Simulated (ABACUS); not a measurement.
# Ru under changes of volume

One of the cells (13.575 Å³/atom); the others are scaled copies at fixed shape and fractional positions:

```
CELL_PARAMETERS angstrom
2.70580 0.00000 0.00000
-1.35290 2.34329 0.00000
0.00000 0.00000 4.28190
ATOMIC_POSITIONS crystal
Ru 0.66667 0.33333 0.75000
Ru 0.33333 0.66667 0.25000
```

| Quantity | Value |
| --- | --- |
| Program | ABACUS 3.10.1 |
| Functional | PBE |
| Potentials or basis | PseudoDojo NC SR 0.4.1 PBE standard |
| Cutoff | 1361 eV |
| Density cutoff | 5442 eV |
| Basis | DZP LCAO (the cutoffs set its grid) |
| k mesh | 11 × 11 × 6 |
| Occupations | fermi-dirac, width 0.05 eV |
| Spin | no spin polarisation |

```tsv
volume (Å³/atom)	energy over the lowest point (meV/atom)	pressure (GPa)
12.760	?	?
13.032	51.50	21.6
13.303	21.91	13.6
13.575	5.18	6.4
13.846	0.00	0.0
14.118	4.92	-5.7
14.389	19.08	-10.7
```

Task: What does the run at 12.760 Å³/atom give?

Result: Energy over the lowest point 95.53 meV/atom; pressure 30.7 GPa.

Worked out: A Birch-Murnaghan fit of order 3 (a polynomial in V^(-2/3)) to the other rows has its minimum at 13.84 Å³/atom with B0 = V·E''(V) = 308 GPa and B' = 4.9 at fixed shape and positions, which overstates the stiffness. It gives 95.67 meV/atom at 12.760 Å³/atom, against the run's 95.53, and -dE/dV = 30.6 GPa, against 30.7.

Energies are extrapolated to zero smearing.

Caveats: the atomic orbitals were generated for these runs and aren't a published set; the basis of atomic orbitals isn't converged, which shifts pressures, moduli and gaps.
